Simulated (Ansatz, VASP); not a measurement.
## Two plane-wave programs on InPd

```
In Pd
1.0
     3.27188    0.00000    0.00000
     0.00000    3.27188    0.00000
     0.00000    0.00000    3.27188
In Pd
1 1
Direct
  0.00000 0.00000 0.00000
  0.50000 0.50000 0.50000
```

The cell comes from a database or a generator and needn't be the stable form of this composition.

Alike in both runs: task band structure; functional RPBE; k mesh 8 × 8 × 8; occupations fermi-dirac, width 0.05 eV; no spin polarisation.

|  | VASP | Ansatz |
| --- | --- | --- |
| version | VASP 6.6.1 | Ansatz 0.2.0 |
| potentials or method | VASP PAW PBE potentials, release 64 (In_d, Pd) | Ansatz PAW |
| plane-wave cutoff (eV) | 520 | 420 |
| valence electrons in the cell | 23 | 31 |

```csv
,VASP,Ansatz,Ansatz less VASP
gap on the k mesh at the Fermi level (eV),none,none,-
pressure (GPa),7.2,7.1,-0.07
```

A gap of «none» marks a metal or a gap that the smearing closes. With one functional, cell and mesh, what is left measures potentials, basis and numerics. The two sets of potentials don't hold the same shells in valence.

Caveats: spin-orbit coupling is left out, which moves the levels of the heavy elements; the PAW data sets were made with another functional, which shifts forces and pressure a little (VASP); the PAW data sets come from PBE, with cores solved anew for the run's functional, which leaves a small shift of forces and pressure (Ansatz).
